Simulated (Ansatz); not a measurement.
# Si2N: the cost of one run

Computed with Ansatz 0.2.0 (DFT PBE, scalar-relativistic, plane waves, PAW, unless a step's input says otherwise).

5 further runs of the same task are left out: 1 that didn't finish, 4 set aside as unsound or not needed.

**1. Starting point**

It takes space group P4_2/mnm (No. 136, tetragonal). The conventional cell has a = 5.352 Å, b = 5.352 Å, c = 3.262 Å, α = 90.00°, β = 90.00°, γ = 90.00°. Hf (site symmetry m2m) has 3 N at 2.23 to 2.25 Å as nearest neighbours. N (site symmetry mmm) has 6 Hf at 2.23 to 2.25 Å as nearest neighbours.

Coordinates:

```
CELL_PARAMETERS angstrom
5.35173 0.00000 0.00000
0.00000 5.35173 0.00000
0.00000 0.00000 3.26194
ATOMIC_POSITIONS crystal
Hf 0.29530 0.29530 0.00000
Hf 0.70470 0.70470 0.00000
Hf 0.79530 0.20470 0.50000
Hf 0.20470 0.79530 0.50000
N 0.00000 0.00000 0.00000
N 0.50000 0.50000 0.50000
```

It goes back to an entry of the Materials Project, which need not be the stable form.

It is the result of an earlier relaxation at this level (volume 15.57 Å³/atom; gap on the mesh: none (metal)).

**2. The substitution Hf → Si**

Si2N starts from the relaxed positions of Hf2N, with all lengths scaled by 0.788, a guess from tabulated radii.

**3. A first look at the start (Si2N)**

The input, input.yaml:

```yaml
crystal:
  lattice:
    - [4.2149001088, 0.0, 0.0]
    - [0.0, 4.2149001088, 0.0]
    - [0.0, 0.0, 2.5690295974]
  atoms:
    - { symbol: Si, position: [0.2953028374, 0.2953028374, 0.0] }
    - { symbol: Si, position: [0.7046971626, 0.7046971626, 0.0] }
    - { symbol: Si, position: [0.7953028374, 0.2046971626, 0.5] }
    - { symbol: Si, position: [0.2046971626, 0.7953028374, 0.5] }
    - { symbol: "N", position: [0.0, 0.0, 0.0] }
    - { symbol: "N", position: [0.5, 0.5, 0.5] }
basis:
  ecutwfc: 420
kpoints:
  mp_grid: { grid: [4, 4, 8] }
hamiltonian:
  xc: pbe
scf:
  occupations: { method: gaussian, width: 0.1 }
output:
  forces: true
  stress: true
  eigenvalues: true
```

The run is started by

```sh
> ansatz run input.yaml --threads 1 --pin off --max-ram 2560MiB --backend cpu --events-out ev --progress --plain --runs-dir out
```

**Question.** How long does this run take on 1 thread of Intel Xeon Platinum 8488C (Sapphire Rapids), shared host, and how much memory does it need?

About 1.3 s, with a peak of 0.36 GiB.
